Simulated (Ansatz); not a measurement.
GaN:

```
Ga N
1.0
     2.98064    0.00000    0.00000
    -1.49032    2.58131    0.00000
     0.00000    0.00000    2.68337
Ga N
1 1
Direct
  0.66667 0.33333 0.50000
  0.00000 0.00000 0.00000
```

The cell was built by a generator and needn't be a form met in nature.

Program: Ansatz 0.2.0. Alike in all runs: task single point; potentials or basis Ansatz PAW; cell as given; smearing fermi-dirac 0.05 eV; the mesh is coarse, so values aren't converged.

Problem. Order these runs on this cell by their band gap on the k mesh, lowest first.
A. level r2SCAN0; spin off; k mesh 5 × 5 × 5; cutoff (eV) 500
B. level r2SCANh; spin off; k mesh 5 × 5 × 5; cutoff (eV) 500
C. level HF; spin off; k mesh 5 × 5 × 5; cutoff (eV) 420
D. level B3LYP; spin off; k mesh 5 × 5 × 5; cutoff (eV) 420
E. level HSE06; spin SOC, no magnetisation; k mesh 4 × 4 × 4; cutoff (eV) 420

Solution. E (metal), B (0.30 eV), D (0.74 eV), A (1.31 eV), C (7.33 eV).

Caveats: all runs use coarse meshes; odd divisions of the mesh miss points on the zone boundary, where band edges often lie, so the gap on the mesh can be too wide (some runs).

A k mesh can miss the band edges, odd and even meshes differently.
